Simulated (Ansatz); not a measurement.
# SiO2 (P6_422) in Ansatz: settings compared

One crystal, SiO2, is run at these levels: PBEsol, r2SCAN; tasks: relaxation of cell and atoms.

All numbers are computed with Ansatz 0.2.0; they aren't measurements. Logs are shortened: lines on timing, memory, paths and dates and some standing lists are left out, and cuts for length are marked.

## Step 1: The structure

The structure is hexagonal, space group P6_422 (No. 181). The conventional cell has a = 5.061 Å, b = 5.061 Å, c = 5.541 Å, α = 90.00°, β = 90.00°, γ = 120.00°. Si (site symmetry 222) is surrounded by 4 O at 1.61 Å. Around O (site symmetry 2) lie 2 Si at 1.61 Å.

The cell comes from a database or a generator and needn't be the stable form of this composition.

## Step 2: Relaxation of cell and atoms, PBEsol

Contents of input.yaml:

```yaml
crystal:
  lattice:
    - [5.0605222284, 0.0, 0.0]
    - [-2.5302611142, 4.3825408062, 0.0]
    - [0.0, 0.0, 5.54135331]
  atoms:
    - { symbol: Si, position: [0.5, 0.0, 0.0] }
    - { symbol: Si, position: [0.5, 0.5, 0.6666666667] }
    - { symbol: Si, position: [0.0, 0.5, 0.3333333333] }
    - { symbol: O, position: [0.20860537, 0.79139463, 0.1666666667] }
    - { symbol: O, position: [0.20860537, 0.41721074, 0.5] }
    - { symbol: O, position: [0.41721074, 0.20860537, 0.8333333333] }
    - { symbol: O, position: [0.79139463, 0.20860537, 0.1666666667] }
    - { symbol: O, position: [0.79139463, 0.58278926, 0.5] }
    - { symbol: O, position: [0.58278926, 0.79139463, 0.8333333333] }
hamiltonian:
  xc: pbesol
  pseudopotentials: { kind: paw }
kpoints:
  mp_grid: { grid: [6, 6, 5] }
scf:
  occupations: { method: fermi_dirac, width: 0.05 }
output:
  forces: true
  stress: true
  eigenvalues: true
relax:
  f_tol: 0.01
  max_steps: 40
  cell: { stress_tol: 0.05 }
```

Potentials or basis: Ansatz PAW.

On the command line:

```sh
$ ansatz run input.yaml --threads 4 --pin off --max-ram 11264MiB --backend cpu --events-out ev --progress --plain --runs-dir out
```

What it wrote:

```text
Warning: RAYON_NUM_THREADS=4 ignored (pool sized by the plan → 4); use --threads N
Engine: ansatz 0.2.0, aarch64-unknown-linux-gnu
Pseudopotentials: kind: paw
Pseudopotential: Si, paw, valence charge 4, recommended cutoff 420 eV (normal), Si.paw.azcp
Pseudopotential: O, paw, valence charge 6, recommended cutoff 420 eV (normal), O.paw.azcp
Functional definition: PBEsol
  exchange = pbesol_x
  correlation = pbesol_c
Crystal: 9 atoms, lattice volume = 122.896 Å³
Basis set: ecut = 420 eV, 2449 PW (Γ), exchange–correlation on 72×72×80 points (8 copies of the dense FFT grid, shifted against one another)
Bands: 33, of which v1, the nominal top of the filled ones, is band 24 counted from 1 (23 counted from 0)
Symmetry: 12 space group operations
Space group: P6422 (ITA 181), of the structure as read, at distance tolerance 5.0e-5 Å
k-points: 21 of 180 (time reversal used)
Non-local potential: Si, projectors of the file, l = 0: 2, l = 1: 2, l = 2: 2
Non-local potential: O, projectors of the file, l = 0: 2, l = 1: 2, l = 2: 1
PAW form: soft (Blöchl's): semilocal exchange-correlation on the pseudo side does not see the compensation charge
PAW frozen core: Si, regenerated for the run's functional, and the local potential with it (the file was generated under x = pbe(κ = 0.804, μ = 0.2195149727645171), c = pbe(β = 0.06672455060314922))
PAW frozen core: O, regenerated for the run's functional, and the local potential with it (the file was generated under x = pbe(κ = 0.804, μ = 0.2195149727645171), c = pbe(β = 0.06672455060314922))
PAW one-centre angular grid: Si, 110 points (default); XC on 64 Gauss nodes
PAW one-centre angular grid: O, 110 points (default); XC on 64 Gauss nodes
Initial density: superposition of atomic densities (neutral atoms: chi_scale 0, normalization atom), corrected by the library's trained network
Initial wavefunctions: pseudopotential atomic-orbital guess
Functional: x = pbesol(κ = 0.804, μ = 0.12345679012345678), c = pbesol(β = 0.046)
SCF iter   1: F=—  HF=-5239.798950 eV  |F-HF|=—  |Δ(HF+E_count)|=         —  Δρ=1.19e-2  dr2=1.32e-1  ethr=1.77e-3  ⟨swp⟩=6.8  Hψ=3852  notcnv=0  defer=13
preconditioner: auto → Resta (q_TF=auto, 2.333 Å⁻¹)  ε∞=2.9  [insulator: Δε(μ)=5.489 eV  Ē_g=16.640 eV  σ=0.050 eV  W_gap=1.00  n_scr=22 (ndim 8)  ℏωp=23.2 eV  f_vac=0.192  D(μ)=0.00/eV (n_scr^D=0)  ε∞_Penn≈2.9]
SCF iter   2: F=—  HF=-5239.761450 eV  |F-HF|=—  |Δ(HF+E_count)|=   3.75e-2  Δρ=1.63e-3  dr2=1.05e-3  ethr=2.76e-4  ⟨swp⟩=2.5  Hψ=1382  notcnv=0  defer=42
SCF iter   3: F=—  HF=-5239.761728 eV  |F-HF|=—  |Δ(HF+E_count)|=   2.78e-4  Δρ=7.16e-4  dr2=3.33e-4  ethr=2.20e-6  ⟨swp⟩=2.2  Hψ=1073  notcnv=0  defer=42
SCF iter   4: F=—  HF=-5239.761892 eV  |F-HF|=—  |Δ(HF+E_count)|=   1.63e-4  Δρ=1.08e-4  dr2=1.44e-5  ethr=6.94e-7  ⟨swp⟩=2.1  Hψ=1050  notcnv=0  defer=42
SCF iter   5: F=—  HF=-5239.761894 eV  |F-HF|=—  |Δ(HF+E_count)|=   2.88e-6  Δρ=1.62e-5  dr2=5.49e-7  ethr=3.00e-8  ⟨swp⟩=2.6  Hψ=1158  notcnv=0  defer=42
SCF iter   6: F=-5239.761896 eV  HF=-5239.761896 eV  |F-HF|=2.14e-8  |Δ(HF+E_count)|=   1.42e-6  Δρ=3.40e-6  dr2=1.19e-8  ethr=2.08e-10  ⟨swp⟩=12.7  Hψ=3582  notcnv=0
SCF 1 converged in 6 iterations: F = -5239.761896 eV  dr2 = 1.19e-8
relax step   1: F+E_penalty+E_count = -5239.76189583 eV  Δ(F+E_penalty+E_count) = +0.000e0 eV  max|allowed force component| = 1.618e-1 eV/Å  Δτ_max = 0.0000 Å  P = +2.449 GPa  Ω = 122.896 Å³  (6 SCF iters, dr2 threshold 1.00e-7 eV, accepted)
Crystal: 9 atoms, lattice volume = 123.626 Å³
Basis set: ecut = 420 eV, 2461 PW (Γ), exchange–correlation on 72×72×80 points (8 copies of the dense FFT grid, shifted against one another)
Initial density: handed on by an earlier stage of this run
Initial wavefunctions: those handed on with the density
iter 1 solved again at ethr=4.90e-6 eV; its pass at ethr=3.10e-3 eV (dr2=2.35e-3 eV) is discarded
SCF iter   1: F=—  HF=-5239.768789 eV  |F-HF|=—  |Δ(HF+E_count)|=         —  Δρ=1.36e-3  dr2=2.05e-3  ethr=4.90e-6  ⟨swp⟩=2.1  Hψ=2660  notcnv=0
preconditioner: auto → Resta (q_TF=auto, 2.330 Å⁻¹)  ε∞=2.9  [insulator: Δε(μ)=5.574 eV  Ē_g=16.669 eV  σ=0.050 eV  W_gap=1.00  n_scr=22 (ndim 8)  ℏωp=23.1 eV  f_vac=0.191  D(μ)=0.00/eV (n_scr^D=0)  ε∞_Penn≈2.9]
SCF iter   2: F=—  HF=-5239.768152 eV  |F-HF|=—  |Δ(HF+E_count)|=   6.37e-4  Δρ=4.26e-4  dr2=2.04e-4  ethr=4.28e-6  ⟨swp⟩=2.0  Hψ=1071  notcnv=0
SCF iter   3: F=—  HF=-5239.768089 eV  |F-HF|=—  |Δ(HF+E_count)|=   6.31e-5  Δρ=1.85e-4  dr2=5.91e-5  ethr=4.25e-7  ⟨swp⟩=2.0  Hψ=1043  notcnv=0
SCF iter   4: F=—  HF=-5239.768080 eV  |F-HF|=—  |Δ(HF+E_count)|=   8.21e-6  Δρ=3.38e-5  dr2=1.78e-6  ethr=1.23e-7  ⟨swp⟩=3.0  Hψ=1335  notcnv=0
[... 48 lines left out ...]
SCF iter   1: F=—  HF=-5239.775644 eV  |F-HF|=—  |Δ(HF+E_count)|=         —  Δρ=3.17e-6  dr2=6.39e-9  ethr=9.23e-8  ⟨swp⟩=3.6  Hψ=5847  notcnv=0
eigensolver tolerance schedule: the retry pair's looser diagonalisation over-reported the residual by 6931.63 of it (diagonalisation noise at 0.26 of the residual, at the tolerance the schedule requests for it); recorded, not acted on — ethr = c·dr2/N_el stays at c = 1.0e-1
preconditioner: auto → Resta (q_TF=auto, 2.328 Å⁻¹)  ε∞=2.9  [insulator: Δε(μ)=5.544 eV  Ē_g=16.607 eV  σ=0.050 eV  W_gap=1.00  n_scr=22 (ndim 8)  ℏωp=23.1 eV  f_vac=0.188  D(μ)=0.00/eV (n_scr^D=0)  ε∞_Penn≈2.9]
SCF iter   2: F=—  HF=-5239.775637 eV  |F-HF|=—  |Δ(HF+E_count)|=   7.05e-6  Δρ=1.60e-6  dr2=2.46e-9  ethr=1.33e-11  ⟨swp⟩=3.6  Hψ=1597  notcnv=0
SCF iter   3: F=—  HF=-5239.775637 eV  |F-HF|=—  |Δ(HF+E_count)|=   6.08e-9  Δρ=4.48e-7  dr2=2.43e-10  ethr=5.13e-12  ⟨swp⟩=2.0  Hψ=1004  notcnv=0
SCF iter   4: F=-5239.775637 eV  HF=-5239.775637 eV  |F-HF|=1.15e-10  |Δ(HF+E_count)|=  5.13e-10  Δρ=1.81e-7  dr2=2.32e-11  ethr=1.00e-12  ⟨swp⟩=7.5  Hψ=2852  notcnv=0
SCF 7 converged in 4 iterations: F = -5239.775637 eV  dr2 = 2.32e-11
relax step   7: F+E_penalty+E_count = -5239.77563652 eV  Δ(F+E_penalty+E_count) = -1.006e-4 eV  max|allowed force component| = 2.547e-5 eV/Å  Δτ_max = 0.0000 Å  P = +0.003 GPa  Ω = 124.235 Å³  stress off target by 3.39e-3 GPa  SCF on the basis re-selected at this cell (its energy is not comparable with the rows above)  (4 SCF iters)
basis re-selected at this cell: Δ(F+E_penalty+E_count) = -1.006e-4 eV, ΔP = +0.001 GPa vs the last step (what re-selecting the basis moved, of the pressure what is left beyond the Pulay correction that the steps carried, after the strain that the cell walked since its last selection, with what the two solves' SCF thresholds leave and, on support functions, any second-order correction that the steps lacked; it is no measure of the basis error at this ecutwfc). This SCF's stress stands 3.39e-3 GPa from its target on what of the cell is left free (relax.cell.stress_tol is 5.00e-2 GPa) and its largest allowed force component is 2.55e-5 eV/Å (relax.f_tol is 1.00e-2 eV/Å): within both
SCF converged after 4 iterations
Free energy (F): -5239.775637 eV
Harris-Foulkes:  -5239.775637 eV  (|F-HF|=1.15e-10)
Internal energy: -5239.775637 eV  (E = F + TS)
E sigma→0 (E₀):  -5239.775637 eV
Fermi energy:    4.537282 eV
--- Per-component energies (eV) ---
  E_band       = -249.686303
  E_kinetic    = 1202.976580
  E_local      = -3175.025091  (includes V_loc(G=0)·N_el)
  E_nonlocal   = 362.914607
  E_hartree    = 1147.342866
  E_xc         = -604.017640
  E_vxc        = -705.166567  (∫ρ·V_xc dr)
  E_paw        = -2418.155545  (= ΣΔE_a)
  E_vpaw       = -230.087377  (= ΣTr[D̂ρ^β])
  E_aug_tail   = 0.015605  (compensation charges beyond the density's cutoff)
  E_ewald      = -1756.133428
  E_core_change = 0.306409  (= ΣΔE_core)
  E_smearing   = -0.000000  (= −TS)
  E_closure    = -0.000000  (closes the sum)
  Σ components = -5239.775637   (vs F -5239.775637, Δ=0.00e0)
--- Forces (eV/Å), atoms counted from 1 ---
  atom   1  Si    -0.00000000     0.00000000     0.00000000
  atom   2  Si     0.00000000    -0.00000000    -0.00000000
  atom   3  Si     0.00000000    -0.00000000     0.00000000
  atom   4  O      0.00002206    -0.00001274    -0.00000000
  atom   5  O     -0.00000000     0.00002547    -0.00000000
  atom   6  O      0.00002206     0.00001274     0.00000000
  atom   7  O     -0.00002206     0.00001274     0.00000000
  atom   8  O     -0.00000000    -0.00002547     0.00000000
  atom   9  O     -0.00002206    -0.00001274    -0.00000000
  max |Σ_I F_I| component: 1.81e-17 eV/Å
--- Stress (GPa, compression-positive) ---
        0.003022       0.000000       0.000000
        0.000000       0.003022      -0.000000
        0.000000      -0.000000       0.003389
  P = ⅓ Tr σ = 0.0031 GPa (0.031 kbar)
--- Band table (eV; the first three rows and the last of 21) ---
  k-point 0: bands = ["-17.6068", "-16.1483", "-16.1483", "-15.5387", "-15.5103", "-15.5103", "-6.8518", "-6.8518", "-4.0555", "-3.7337", "-3.6375", "-3.6375", "-1.2077", "-1.1547", "-1.1547", "-0.8797", "-0.0260", "-0.0185", "-0.0185", "0.6870", "0.6870", "1.2204", "1.2204", "1.4970", "7.2300", "10.4891", "10.4891", "10.7447", "10.7447", "11.5673", "12.5281", "13.7278", "14.5619"]
  k-point 1: bands = ["-17.5348", "-16.5871", "-15.7611", "-15.5350", "-15.5128", "-15.5109", "-7.5720", "-5.9691", "-4.0964", "-3.9539", "-3.8898", "-3.2554", "-1.2300", "-1.1322", "-0.9785", "-0.7694", "-0.2057", "-0.0961", "-0.0335", "0.1795", "0.8142", "1.1124", "1.5399", "1.5573", "7.5933", "10.2615", "10.3545", "10.6269", "11.2448", "11.8193", "12.3602", "13.5418", "14.0628"]
  k-point 2: bands = ["-17.3252", "-16.9976", "-15.5265", "-15.5259", "-15.5164", "-15.5150", "-7.9829", "-5.0832", "-4.3528", "-4.1569", "-4.1294", "-2.9666", "-1.1297", "-0.9981", "-0.8341", "-0.5186", "-0.4885", "-0.2903", "-0.2683", "-0.1131", "0.5601", "1.3545", "1.6371", "1.6864", "8.5092", "9.5941", "10.0393", "10.9855", "11.7138", "11.9123", "12.4866", "13.3238", "13.5161"]
  k-point 20: bands = ["-17.1052", "-16.5604", "-16.3612", "-15.5499", "-15.5405", "-15.5315", "-6.5391", "-5.9934", "-5.1801", "-3.7400", "-3.4153", "-3.4125", "-1.5611", "-1.2181", "-1.1689", "-0.4201", "-0.3282", "-0.2845", "0.4554", "0.6539", "0.7315", "0.9194", "0.9708", "1.1884", "10.0176", "10.6251", "11.1807", "11.2144", "11.5594", "11.6892", "11.8491", "12.3339", "12.7790"]
--- Relaxed structure (5 steps of the walk, 5 accepted, 2 SCFs on fresh bases) ---
  F+E_penalty+E_count = -5239.77563652 eV   max|allowed force component| = 2.547e-5 eV/Å   (the final SCF, on the basis selected at the relaxed cell)
  cell:  # Å, volume = 124.2349 Å³
    - [5.079981772964689, 0.0, 1.3644352926284372e-87]
    - [-2.5399908864823444, 4.399393266149334, -2.8294551978169954e-35]
    - [1.494078611623205e-87, -3.5776075156494686e-35, 5.558899222153382]
  atoms:
    - { symbol: Si, position: [0.5, -1.6149149913558193e-20, 0.0] }
    - { symbol: Si, position: [0.5, 0.5, 0.6666666666666666] }
    - { symbol: Si, position: [1.3553412554927334e-36, 0.5, 0.3333333333333333] }
    - { symbol: O, position: [0.2077440568489001, 0.7922559431510998, 0.16666666666666666] }
    - { symbol: O, position: [0.20774405684890013, 0.41548811369780025, 0.5] }
    - { symbol: O, position: [0.41548811369780025, 0.20774405684890013, 0.8333333333333333] }
    - { symbol: O, position: [0.7922559431510998, 0.20774405684890013, 0.16666666666666666] }
    - { symbol: O, position: [0.7922559431511, 0.5845118863021999, 0.5] }
    - { symbol: O, position: [0.5845118863021996, 0.7922559431510998, 0.8333333333333333] }
```

It took 12 s on 4 threads of Arm Neoverse V2, shared host; peak memory 0.43 GiB.

What came out:

```
Free energy                            : -5239.7756 eV
Relaxed volume                         : 13.80 Å³/atom
Relaxed cell                           : a = 5.080 Å, b = 5.080 Å, c = 5.559 Å, α = 90.00°, β = 90.00°, γ = 120.00°
Space group after relaxing (to 0.05 Å) : P6_422 (No. 181)
Energy gained by relaxing              : 1.5 meV/atom
Ionic steps                            : 7
Pressure after relaxing                : 0.0 GPa
Band gap on the k mesh                 : 5.54 eV, indirect (least direct gap 5.73 eV)
```

Step by step:
```tsv
step	energy change (eV)	largest force (eV/Å)	volume (Å³)
1	0.0000	0.1618	122.90
2	-0.0062	0.1094	123.63
3	-0.0071	0.0444	124.40
4	-0.0087	0.0020	124.19
5	-0.0138	0.0019	124.19
6	-0.0136	0.0000	124.23
7	-0.0137	0.0000	124.23
```

Final structure:
```
CELL_PARAMETERS angstrom
5.07998 0.00000 0.00000
-2.53999 4.39939 0.00000
0.00000 0.00000 5.55890
ATOMIC_POSITIONS crystal
Si 0.50000 0.00000 0.00000
Si 0.50000 0.50000 0.66667
Si 0.00000 0.50000 0.33333
O 0.20774 0.79226 0.16667
O 0.20774 0.41549 0.50000
O 0.41549 0.20774 0.83333
O 0.79226 0.20774 0.16667
O 0.79226 0.58451 0.50000
O 0.58451 0.79226 0.83333
```

Levels at points of the mesh, in eV from the valence-band top:
| k point | band 20 | band 21 | band 22 | band 23 | band 24 | band 25 | band 26 | band 27 | band 28 | band 29 |
| --- | --- | --- | --- | --- | --- | --- | --- | --- | --- | --- |
| (0.00, 0.00, 0.00) | -1.00 | -1.00 | -0.47 | -0.47 | -0.19 | 5.54 | 8.80 | 8.80 | 9.06 | 9.06 |
| (0.00, -0.50, 0.00) | -1.18 | -1.15 | -0.99 | -0.36 | -0.01 | 7.58 | 8.42 | 9.48 | 9.50 | 9.50 |

Caveat: odd divisions of the mesh miss points on the zone boundary, where band edges often lie, so the gap on the mesh can be too wide; the plane-wave basis is chosen anew once the cell has moved, so the energies of steps on either side of that aren't comparable; the pressure holds a Pulay correction of +0.6 GPa for the finite cutoff; the PAW data sets come from PBE, with cores solved anew for the run's functional, which leaves a small shift of forces and pressure. A k mesh can miss the band edges.

(Part 1 of 2 ends here.)
